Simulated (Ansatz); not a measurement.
## WS2 in Ansatz: the effect of Hubbard term

WS2:

```xyz
3
Lattice="1.5790 0.9116 6.1633 -1.5790 0.9116 6.1633 0.0000 -1.8233 6.1633" Properties=species:S:1:pos:R:3 pbc="T T T"
W     0.0000    0.0000    0.0000
S     0.0000    0.0000   10.7427
S     0.0000    0.0000   13.8730
```

Measurements of this composition are mostly on another form, of space group No. 194.

Alike in all runs:

| Property | Result |
| --- | --- |
| Program | Ansatz 0.2.0 |
| Task | band structure |
| Functional | PBEsol |
| Potentials or basis | Ansatz PAW |
| Cutoff | 420 eV (not typed: the program's choice for these potentials) |
| k mesh | 10 × 10 × 10 |
| Occupations | fermi-dirac, width 0.05 eV |
| Spin | no spin polarisation |
| Path | [["G", "L", "B1"], ["B", "Z", "G", "X"], ["Q", "F", "P1", "Z"], ["L", "P"]] |
| Points for each segment of the path | 14 |
| Hubbard projectors | ortho-atomic (the default) |
| Double counting | fll (the default) |

One run gave: pressure 0.9 GPa. Which Hubbard term did it use?
A. W d U = 8 eV
B. W d U = 5 eV
C. W d U = 4 eV
D. none
E. W d U = 6 eV

A.

```tsv
Hubbard term	pressure (GPa)
none	-0.6
W d U = 1 eV	-0.6
W d U = 2 eV	-0.5
W d U = 3 eV	-0.5
W d U = 4 eV	-0.4
W d U = 5 eV	-0.2
W d U = 6 eV	-0.1
W d U = 8 eV	0.9
```

Caveats: the PAW data sets come from PBE, with cores solved anew for the run's functional, which leaves a small shift of forces and pressure.
